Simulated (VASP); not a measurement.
Input for VASP

File KPOINTS:
```
Automatic mesh
0
Gamma
4 4 4
0 0 0
```

### POSCAR
```
CsPbI3
1
    6.1529397575     0.0000000000     0.0000000000
    0.0000000000     6.1529397575     0.0000000000
    0.0000000000     0.0000000000     6.1529397575
Cs Pb I
1 1 3
Direct
  0.0000000000   0.0000000000   0.0000000000
  0.5000000000   0.5000000000   0.5000000000
  0.5000000000   0.0000000000   0.5000000000
  0.0000000000   0.5000000000   0.5000000000
  0.5000000000   0.5000000000   0.0000000000
```

**INCAR**
```
! general
SYSTEM =CsPbI3
PREC   =Accurate
ENCUT  =520
LREAL  =.FALSE.
LASPH  =.TRUE.   ! aspherical one-centre terms

! electronic loop
EDIFF  =1E-7
NELM   =100
ALGO   =Normal
LMAXMIX=4

! smearing
ISMEAR =-5

! ions
ISIF   =2   ! forces and stress, cell fixed

! output
LWAVE  =.FALSE.
LCHARG =.TRUE.
LORBIT =11
NEDOS  =601   ! DOS grid

! other
LEFG   =.TRUE.
```

POTCAR, in this order: Cs_sv Pb_d I (LDA.64 set). Program: vasp_std.

Task: Translate this LDA calculation to Quantum ESPRESSO's pw.x.

Result: One equivalent input (not run):
```
&CONTROL
  calculation = 'scf'
  pseudo_dir = './pseudo'
  outdir = './out'
  tprnfor = .true.
  tstress = .true.
/
&SYSTEM
  ibrav = 0
  nat = 5
  ntyp = 3
  ecutwfc = 70
  occupations = 'tetrahedra'
  input_dft = 'pz'
/
&ELECTRONS
  conv_thr = 7.3e-09
  electron_maxstep = 100
/
ATOMIC_SPECIES
  Cs 132.905 Cs.upf
  Pb 207.200 Pb.upf
  I 126.904 I.upf
CELL_PARAMETERS angstrom
     6.1529398    0.0000000    0.0000000
     0.0000000    6.1529398    0.0000000
     0.0000000    0.0000000    6.1529398
ATOMIC_POSITIONS crystal
  Cs   0.0000000  0.0000000  0.0000000
  Pb   0.5000000  0.5000000  0.5000000
  I    0.5000000  0.0000000  0.5000000
  I    0.0000000  0.5000000  0.5000000
  I    0.5000000  0.5000000  0.0000000
K_POINTS automatic
  4 4 4 0 0 0
```
Limits of the translation: the potentials are each code's own (VASP's PAW set, PseudoDojo norm-conserving files in pw.x), so ENCUT and ecutwfc are chosen apart and not converted; conv_thr bounds pw.x's estimated SCF error, while EDIFF bounds the energy change between steps; the field gradients of LEFG aren't asked of the other code.

The compound is CsPbI3 in the cubic perovskite structure, the ideal cubic form; the compound distorts at low or room temperature. It was relaxed first, which changed the volume by -6 %.
